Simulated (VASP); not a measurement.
# CuO (Cccm) in VASP: settings compared, part 2 of 3

VASP 6.6.1. The steps go on from the part before.

**4. Equation of state, PBE, 10.39 Å³/atom (volume scaled by 0.94)**

Input file INCAR:

```
ALGO = Normal ; EDIFF = 1E-7
ENCUT = 520 ; GGA = PE
ISIF = 2 ; ISMEAR = -1
LASPH = T ; LCHARG = F
LREAL = F ; LWAVE = F
NBANDS = 25 ; NELM = 60
PREC = Accurate ; SIGMA = 0.05
```

Input file KPOINTS:

```
k-points
0
Gamma
  9 9 5
```

Input file POSCAR:

```
CuO
1.0
    1.9503245957     -2.1095876644      0.0000000000
    1.9503245957      2.1095876644      0.0000000000
    0.0000000000      0.0000000000      5.0506754463
Cu O
2 2
Direct
    0.5000000000      0.0000000000      0.0000000000
    0.0000000000      0.5000000000      0.5000000000
    0.5000000000      0.5000000000      0.2500000000
    0.5000000000      0.5000000000      0.7500000000
```

Potentials or basis: VASP PAW PBE potentials, release 64 (Cu, O).

Run with:

```sh
> cat potpaw_PBE.64/Cu/POTCAR potpaw_PBE.64/O/POTCAR > POTCAR
> mpirun -np 1 vasp_std > vasp.out
```

OUTCAR:

```text
EDIFF = 1E-7
   ENCUT = 520
   GGA = PE
   ISIF = 2
   ISMEAR = -1
   LASPH = T
   LREAL = F
   NELM = 60
   PREC = Accurate

 Found     75 irreducible k-points:

 Following reciprocal coordinates:
            Coordinates               Weight
  0.000000  0.000000  0.000000      1.000000
  0.111111  0.000000  0.000000      4.000000
  0.222222  0.000000  0.000000      4.000000
  0.333333  0.000000  0.000000      4.000000
  0.444444  0.000000  0.000000      4.000000
  0.111111  0.111111  0.000000      2.000000
   k-points           NKPTS =     75   k-points in BZ     NKDIM =     75   number of bands    NBANDS=     25
   number of dos      NEDOS =    301   number of ions     NIONS =      4
   total plane-waves  NPLWV =  23040
   dimension x,y,z NGX =    24 NGY =   24 NGZ =   40
   dimension x,y,z NGXF=    48 NGYF=   48 NGZF=   80
   ions per type =               2   2
   NGX,Y,Z   is equivalent  to a cutoff of  13.89, 13.89, 13.17 a.u.
   NGXF,Y,Z  is equivalent  to a cutoff of  27.78, 27.78, 26.33 a.u.
 SYSTEM =  unknown system
   PREC   = accura    normal or accurate (medium, high low for compatibility)
   ISTART =      0    job   : 0-new  1-cont  2-samecut
   ICHARG =      2    charge: 1-file 2-atom 10-const
   ISPIN  =      1    spin polarized calculation?
   LNONCOLLINEAR =      F non collinear calculations
   LSORBIT =      F    spin-orbit coupling
   LASPH  =      T    aspherical Exc in radial PAW
   ENCUT  =  520.0 eV  38.22 Ry    6.18 a.u.   5.34  5.34  9.39*2*pi/ulx,y,z
   NELM   =     60;   NELMIN=  2; NELMDL= -5     # of ELM steps
   EDIFF  = 0.1E-06   stopping-criterion for ELM
   LREAL  =      F    real-space projection
   EDIFFG = 0.1E-05   stopping-criterion for IOM
   NSW    =      0    number of steps for IOM
   IBRION =     -1    ionic relax: 0-MD 1-quasi-New 2-CG
   NFREE  =      0    steps in history (QN), initial steepest desc. (CG)
   ISIF   =      2    stress and relaxation
   ISYM   =      2    0-nonsym 1-usesym 2-fastsym
   POTIM  = 0.5000    time-step for ionic-motion
   TEBEG  =    0.0;   TEEND  =   0.0 temperature during run
   PSTRESS=    0.0 pullay stress
   NELECT =      34.0000    total number of electrons
   NUPDOWN=      -1.0000    fix difference up-down
   EMIN   =  10.00;   EMAX   =-10.00  energy-range for DOS
   EFERMI =   0.00;   METHOD = LEGACY
   ISMEAR =    -1;   SIGMA  =   0.05  broadening in eV -4-tet -1-fermi 0-gaus
   EFERMI_NEDOS =   21; number of points for ismear=-14 and -15
   IALGO  =     38    algorithm
   IMIX   =      4    mixing-type and parameters
     AMIX     =   0.40;   BMIX     =  1.00
     AMIX_MAG =   1.60;   BMIX_MAG =  1.00
  volume/ion in A,a.u.               =      10.39        70.12
  Fermi-wavevector in a.u.,A,eV,Ry     =   1.531110  2.893379 31.896123  2.344299
  Thomas-Fermi vector in A             =   2.638500
   LORBIT       =      0    0 simple, 1 ext, 2 COOP (PROOUT), +10 PAW based schemes
   GGA     = PE    functional components
   LHFCALC =     F    Hartree Fock is set to
   AEXX    =    0.0000 exact exchange contribution
   IVDW    =     0    specifies the selected vdW correction
   LEPSILON=     F    determine dielectric tensor
   LRPA    =     F    only Hartree local field effects (RPA)
 non-spin polarized calculation
  energy-cutoff  :      520.00
  volume of cell :       41.56
 maximum number of plane-waves:      1151
 NGX is ok and might be reduce to    24
   NGX = 11   NGY = 11   NGZ = 19

 number of electron      33.9999970 magnetization

 Free energy of the ion-electron system (eV)
  ---------------------------------------------------
  ext. energy  EPLUGINS =         0.00000000
  ---------------------------------------------------
  free energy    TOTEN  =       -19.59875189 eV

  energy without entropy =      -19.57975967  energy(sigma->0) =      -19.58925578

 E-fermi :   5.7139     XC(G=0): -11.6822

 val. band max:        5.7101424083   @ k =   0.2222   0.1111   0.0000
 cond. band min:       5.7683307148   @ k =   0.4444   0.0000   0.2000
 fundamental gap:      0.0581883065
 Fermi energy:         5.7139481058

 k-point     1 :       0.0000    0.0000    0.0000
  band No.  band energies     occupation
      1     -14.6453      2.00000
      2     -13.1733      2.00000
      3      -3.0012      2.00000
      4      -0.2215      2.00000
      5      -0.0507      2.00000
      6       1.6470      2.00000
[... 17 lines left out ...]
     24      20.7441      0.00000
     25      20.9213      0.00000

 k-point     2 :       0.1111    0.0000    0.0000
  band No.  band energies     occupation
      1     -14.5718      2.00000
      2     -13.1519      2.00000
      3      -2.8807      2.00000
      4      -0.2500      2.00000
      5      -0.0575      2.00000
      6       0.9617      2.00000
[... 17 lines left out ...]
     24      20.9188      0.00000
     25      20.9894      0.00000

 k-point     3 :       0.2222    0.0000    0.0000
  band No.  band energies     occupation
      1     -14.3789      2.00000
      2     -13.0975      2.00000
      3      -2.5599      2.00000
      4      -0.3472      2.00000
      5      -0.2012      2.00000
      6       0.0005      2.00000
[... 17 lines left out ...]
     24      20.8359      0.00000
     25      21.2845      0.00000

 k-point     4 :       0.3333    0.0000    0.0000
  band No.  band energies     occupation
      1     -14.1447      2.00000
      2     -13.0344      2.00000
      3      -2.1641      2.00000
      4      -1.2351      2.00000
      5      -0.3957      2.00000
      6       0.0959      2.00000
[... 17 lines left out ...]
     24      19.9464      0.00000
     25      21.0199      0.00000

 k-point     5 :       0.4444    0.0000    0.0000
  band No.  band energies     occupation
      1     -13.9821      2.00000
      2     -12.9927      2.00000
      3      -1.9037      2.00000
      4      -1.8158      2.00000
      5      -0.3573      2.00000
      6       0.1635      2.00000
[... 17 lines left out ...]
     24      18.5941      0.00000
     25      20.7575      0.00000

 k-point     6 :       0.1111    0.1111    0.0000
  band No.  band energies     occupation
      1     -14.4940      2.00000
      2     -13.1283      2.00000
      3      -2.7531      2.00000
      4      -0.2850      2.00000
      5      -0.0796      2.00000
      6       0.7478      2.00000
[... 17 lines left out ...]
     24      20.1166      0.00000
     25      20.9669      0.00000

 [... further k-points ...]

------------------------ aborting loop because EDIFF is reached ----------------------------------------

  FORCE on cell =-STRESS in cart. coord.  units (eV):
  Direction    XX          YY          ZZ          XY          YZ          ZX
  --------------------------------------------------------------------------------------
  -------------------------------------------------------------------------------------
  Total        3.1339446      3.1474762      4.2920189      0.0000000      0.0000000      0.0000000
  in kB      120.8141941    121.3358423    165.4581912      0.0000000      0.0000000      0.0000000
  external PRESSURE =     135.8694092 kB  Pullay stress =       0.0000000 kB

 VOLUME and BASIS-vectors are now :
 -----------------------------------------------------------------------------
  energy-cutoff  :      520.00
  volume of cell :       41.56
      direct lattice vectors                 reciprocal lattice vectors
     1.950324596 -2.109587664  0.000000000     0.256367582 -0.237013142  0.000000000
     1.950324596  2.109587664  0.000000000     0.256367582  0.237013142  0.000000000
     0.000000000  0.000000000  5.050675446     0.000000000  0.000000000  0.197993320

 POSITION                                       TOTAL-FORCE (eV/Angst)
 -----------------------------------------------------------------------------------
      0.97516     -1.05479      0.00000        -0.000000      0.000000      0.000000
      0.97516      1.05479      2.52534         0.000000      0.000000      0.000000
      1.95032      0.00000      1.26267         0.000000     -0.000000      0.000000
      1.95032      0.00000      3.78801         0.000000     -0.000000      0.000000
 -----------------------------------------------------------------------------------
    total drift:                                0.000000     -0.000000     -0.000000

  FREE ENERGIE OF THE ION-ELECTRON SYSTEM (eV)
  ---------------------------------------------------
  free  energy   TOTEN  =       -19.5987518928 eV

  energy  without entropy=      -19.5797596736  energy(sigma->0) =      -19.58925578
```

stdout:

```text
POSCAR found type information on POSCAR CuO
 POSCAR found :  2 types and       4 ions
 scaLAPACK will be used
 LDA part: xc-table for (Slater+PW92), standard interpolation
 POSCAR, INCAR and KPOINTS ok, starting setup
 FFT: planning ... GRIDC
 FFT: planning ... GRID_SOFT
 FFT: planning ... GRID
 WAVECAR not read
 entering main loop
```

It took 36 s on 1 thread of Intel Xeon 6975P-C (Granite Rapids), shared host; peak memory 0.2 GiB.

What came out:

```
Free energy            : -19.5988 eV
Pressure               : 13.6 GPa
Band gap on the k mesh : none (metal or under the smearing width)
```

Caveat: the run has no spin polarisation, though such a crystal can be magnetic; semilocal functionals often make such compounds metallic where correlation or magnetic order opens a gap, which also shifts bond lengths.

**5. Equation of state, PBE, 10.61 Å³/atom (volume scaled by 0.96)**

Input file INCAR:

```
SYSTEM = CuO
PREC     = Accurate       ! precision mode
ENCUT    = 520            ! plane-wave cutoff, eV
EDIFF    = 1E-7           ! SCF threshold, eV
ISMEAR   = -1             ! smearing method
SIGMA    = 0.05           ! smearing width, eV
LREAL    = .FALSE.        ! projectors in reciprocal space
LASPH    = .TRUE.         ! aspherical terms in the spheres
NELM     = 100            ! most SCF steps
ALGO     = Normal         ! electronic algorithm
ISIF     = 2              ! what is computed and relaxed
LWAVE    = .FALSE.        ! write WAVECAR
LCHARG   = .FALSE.        ! write CHGCAR
GGA      = PE             ! functional
NBANDS   = 25             ! bands
```

Input file KPOINTS:

```
regular mesh
0
G
  9 9 5
  0 0 0
```

Input file POSCAR:

```
CuO
1.0
    1.9640597285     -2.1244444051      0.0000000000
    1.9640597285      2.1244444051      0.0000000000
    0.0000000000      0.0000000000      5.0862447552
Cu O
2 2
Direct
    0.5000000000      0.0000000000      0.0000000000
    0.0000000000      0.5000000000      0.5000000000
    0.5000000000      0.5000000000      0.2500000000
    0.5000000000      0.5000000000      0.7500000000
```

Run with:

```sh
> cat potpaw_PBE.64/Cu/POTCAR potpaw_PBE.64/O/POTCAR > POTCAR
> mpirun -np 1 vasp_std > vasp.out
```

It took 33 s on 1 thread of Intel Xeon 6975P-C (Granite Rapids), shared host; peak memory 0.2 GiB.

It converged, with:

```yaml
Free_energy: -19.6631 eV
Pressure: 9.3 GPa
Band_gap_on_the_k_mesh: none (metal or under the smearing width)
```

Caveat: the run has no spin polarisation, though such a crystal can be magnetic; semilocal functionals often make such compounds metallic where correlation or magnetic order opens a gap, which also shifts bond lengths.

**6. Equation of state, PBE, 10.83 Å³/atom (volume scaled by 0.98)**

Input file INCAR:

```
PREC = Accurate
ENCUT = 520
EDIFF = 1E-7
ISMEAR = -1
SIGMA = 0.05
LREAL = F
LASPH = T
NELM = 80
ALGO = Normal
ISIF = 2
LWAVE = F
LCHARG = F
GGA = PE
NBANDS = 25
```

Input file KPOINTS:

```
Automatic mesh
0
Gamma
  9 9 5
```

Input file POSCAR:

```
CuO
1.0
    1.9776053960     -2.1390962088      0.0000000000
    1.9776053960      2.1390962088      0.0000000000
    0.0000000000      0.0000000000      5.1213234137
Cu O
2 2
Direct
    0.5000000000      0.0000000000      0.0000000000
    0.0000000000      0.5000000000      0.5000000000
    0.5000000000      0.5000000000      0.2500000000
    0.5000000000      0.5000000000      0.7500000000
```

Potentials or basis: VASP PAW PBE potentials, release 64 (Cu, O).

Run with:

```sh
> cat potpaw_PBE.64/Cu/POTCAR potpaw_PBE.64/O/POTCAR > POTCAR
> mpirun -np 1 vasp_std > vasp.out
```

Wall time 34 s (1 thread of Intel Xeon 6975P-C (Granite Rapids), shared host); peak memory 0.2 GiB.

The run converged. Its results:

```
Free energy            : -19.7051 eV
Pressure               : 5.5 GPa
Band gap on the k mesh : none (metal or under the smearing width)
```

Caveat: the run has no spin polarisation, though such a crystal can be magnetic; semilocal functionals often make such compounds metallic where correlation or magnetic order opens a gap, which also shifts bond lengths.

**7. Equation of state, PBE, 11.27 Å³/atom (volume scaled by 1.02)**

Input file INCAR:

```
ALGO = Normal
EDIFF = 1E-7
ENCUT = 520
GGA = PE
ISIF = 2
ISMEAR = -1
LASPH = T
LCHARG = F
LREAL = F
LWAVE = F
NBANDS = 25
NELM = 100
PREC = Accurate
SIGMA = 0.05
```

Input file KPOINTS:

```
k-points
0
Gamma
  9 9 5
```

Input file POSCAR:

```
CuO
1.0
    2.0041536028     -2.1678123362      0.0000000000
    2.0041536028      2.1678123362      0.0000000000
    0.0000000000      0.0000000000      5.1900742137
Cu O
2 2
Direct
    0.5000000000      0.0000000000      0.0000000000
    0.0000000000      0.5000000000      0.5000000000
    0.5000000000      0.5000000000      0.2500000000
    0.5000000000      0.5000000000      0.7500000000
```

Run with:

```sh
> cat potpaw_PBE.64/Cu/POTCAR potpaw_PBE.64/O/POTCAR > POTCAR
> mpirun -np 1 vasp_std > vasp.out
```

Run time: 38 s. Hardware: 1 thread of Intel Xeon 6975P-C (Granite Rapids), shared host; peak memory 0.2 GiB.

The run converged. Its results:

* Free energy: -19.7315 eV
* Pressure: -0.9 GPa
* Band gap on the k mesh: none (metal or under the smearing width)

Caveat: the run has no spin polarisation, though such a crystal can be magnetic; semilocal functionals often make such compounds metallic where correlation or magnetic order opens a gap, which also shifts bond lengths.

**8. Equation of state, PBE, 11.50 Å³/atom (volume scaled by 1.04)**

Input file INCAR:

```
ALGO = Normal
EDIFF = 1E-7
ENCUT = 520
GGA = PE
ISIF = 2
ISMEAR = -1
LASPH = True
LCHARG = False
LREAL = False
LWAVE = False
NBANDS = 25
NELM = 100
PREC = Accurate
SIGMA = 0.05
```

KPOINTS is that of step 7.

Input file POSCAR:

```
CuO
1.0
    2.0171679519     -2.1818894341      0.0000000000
    2.0171679519      2.1818894341      0.0000000000
    0.0000000000      0.0000000000      5.2237769386
Cu O
2 2
Direct
    0.5000000000      0.0000000000      0.0000000000
    0.0000000000      0.5000000000      0.5000000000
    0.5000000000      0.5000000000      0.2500000000
    0.5000000000      0.5000000000      0.7500000000
```

Run with:

```sh
> cat potpaw_PBE.64/Cu/POTCAR potpaw_PBE.64/O/POTCAR > POTCAR
> mpirun -np 1 vasp_std > vasp.out
```

Run time: 38 s. Hardware: 1 thread of Intel Xeon 6975P-C (Granite Rapids), shared host; peak memory 0.2 GiB.

It converged, with:

* Free energy: -19.7199 eV
* Pressure: -3.7 GPa
* Band gap on the k mesh: none (metal or under the smearing width)

Caveat: the run has no spin polarisation, though such a crystal can be magnetic; semilocal functionals often make such compounds metallic where correlation or magnetic order opens a gap, which also shifts bond lengths.

**9. Equation of state, PBE, 11.72 Å³/atom (volume scaled by 1.06)**

Input file INCAR:

```
PREC     = Accurate       # precision mode
ENCUT    = 520            # plane-wave cutoff, eV
EDIFF    = 1E-7           # SCF threshold, eV
ISMEAR   = -1             # smearing method
SIGMA    = 0.05           # smearing width, eV
LREAL    = F              # projectors in reciprocal space
LASPH    = T              # aspherical terms in the spheres
NELM     = 60             # most SCF steps
ALGO     = Normal         # electronic algorithm
ISIF     = 2              # what is computed and relaxed
LWAVE    = F              # write WAVECAR
LCHARG   = F              # write CHGCAR
GGA      = PE             # functional
NBANDS   = 25             # bands
```

Input file KPOINTS:

```
Automatic mesh
0
Gamma
  9 9 5
```

Input file POSCAR:

```
CuO
1.0
    2.0300165018     -2.1957871937      0.0000000000
    2.0300165018      2.1957871937      0.0000000000
    0.0000000000      0.0000000000      5.2570503003
Cu O
2 2
Direct
    0.5000000000      0.0000000000      0.0000000000
    0.0000000000      0.5000000000      0.5000000000
    0.5000000000      0.5000000000      0.2500000000
    0.5000000000      0.5000000000      0.7500000000
```

Potentials or basis: VASP PAW PBE potentials, release 64 (Cu, O).

Run with:

```sh
> cat potpaw_PBE.64/Cu/POTCAR potpaw_PBE.64/O/POTCAR > POTCAR
> mpirun -np 1 vasp_std > vasp.out
```

Run time: 41 s. Hardware: 1 thread of Intel Xeon 6975P-C (Granite Rapids), shared host; peak memory 0.2 GiB.

The run converged. Its results:

| Quantity | Value |
| --- | --- |
| Free energy | -19.6940 eV |
| Pressure | -6.1 GPa |
| Band gap on the k mesh | none (metal or under the smearing width) |

Caveat: the run has no spin polarisation, though such a crystal can be magnetic; semilocal functionals often make such compounds metallic where correlation or magnetic order opens a gap, which also shifts bond lengths.

**10. Equation of state, PBE**

Potentials or basis: VASP PAW PBE potentials, release 64 (Cu, O).

No new run: the results of the series are fitted here.

Results:

```
Equilibrium volume                        : 11.22 Å³/atom
Bulk modulus at fixed shape and positions : 150 GPa
Pressure derivative of the bulk modulus   : 4.7
```

Energy against volume, from the lowest point:
```tsv
volume (Å³/atom)	energy (meV/atom)
10.390	33.20
10.611	17.11
10.832	6.61
11.053	1.08
11.274	0.00
11.496	2.90
11.717	9.37
```

Caveat: the cell was scaled at fixed shape and fractional positions, which overstates the stiffness of a crystal with free parameters, most of all of layers and chains; the run has no spin polarisation, though such a crystal can be magnetic.

**11. Single point, PBEsol**

Changes to INCAR since step 9:

```diff
@@ -12,3 +12,3 @@
 LCHARG   = F              # write CHGCAR
-GGA      = PE             # functional
+GGA      = PS             # functional
 NBANDS   = 25             # bands
```

Input file KPOINTS:

```
regular mesh
0
Gamma
  9 9 5
```

Input file POSCAR:

```
CuO
1.0
    1.9909680000     -2.1535500000      0.0000000000
    1.9909680000      2.1535500000      0.0000000000
    0.0000000000      0.0000000000      5.1559280000
Cu O
2 2
Direct
    0.5000000000      0.0000000000      0.0000000000
    0.0000000000      0.5000000000      0.5000000000
    0.5000000000      0.5000000000      0.2500000000
    0.5000000000      0.5000000000      0.7500000000
```

Run with:

```sh
> cat potpaw_PBE.64/Cu/POTCAR potpaw_PBE.64/O/POTCAR > POTCAR
> mpirun -np 1 vasp_std > vasp.out
```

It took 32 s on 1 thread of Intel Xeon 6975P-C (Granite Rapids), shared host; peak memory 0.2 GiB.

It converged, with:

* Free energy: -21.4570 eV
* Pressure: -5.4 GPa
* Band gap on the k mesh: none (metal or under the smearing width)

Stress tensor (GPa, compression positive):
```
-3.98  0.00  0.00
 0.00 -5.46  0.00
 0.00  0.00 -6.69
```

Levels at points of the mesh, in eV from the Fermi level:
```
           k point  band 14  band 15  band 16  band 17  band 18  band 19  band 20  band 21
(0.00, 0.00, 0.00)    -2.33    -2.26    -1.86     0.61     0.79     1.39     6.03     7.28
```

Caveat: the PAW data sets were made with another functional, which shifts forces and pressure a little; the run has no spin polarisation, though such a crystal can be magnetic; semilocal functionals often make such compounds metallic where correlation or magnetic order opens a gap, which also shifts bond lengths. With open d or f shells a metallic result of PBEsol can be an artefact of self-interaction; +U or a hybrid may open a gap.

**12. Equation of state, PBEsol, 10.39 Å³/atom (volume scaled by 0.94)**

INCAR is that of step 11.

KPOINTS is that of step 11.

Input file POSCAR:

```
CuO
1.0
    1.9503245957     -2.1095876644      0.0000000000
    1.9503245957      2.1095876644      0.0000000000
    0.0000000000      0.0000000000      5.0506754463
Cu O
2 2
Direct
    0.5000000000      0.0000000000      0.0000000000
    0.0000000000      0.5000000000      0.5000000000
    0.5000000000      0.5000000000      0.2500000000
    0.5000000000      0.5000000000      0.7500000000
```

Potentials or basis: VASP PAW PBE potentials, release 64 (Cu, O).

Run with:

```sh
> cat potpaw_PBE.64/Cu/POTCAR potpaw_PBE.64/O/POTCAR > POTCAR
> mpirun -np 1 vasp_std > vasp.out
```

Wall time 33 s (1 thread of Intel Xeon 6975P-C (Granite Rapids), shared host); peak memory 0.19 GiB.

It converged, with:

| Property | Result |
| --- | --- |
| Free energy | -21.4594 eV |
| Pressure | 5.2 GPa |
| Band gap on the k mesh | none (metal or under the smearing width) |

Caveat: the PAW data sets were made with another functional, which shifts forces and pressure a little; the run has no spin polarisation, though such a crystal can be magnetic; semilocal functionals often make such compounds metallic where correlation or magnetic order opens a gap, which also shifts bond lengths.

(Part 2 of 3 ends here.)
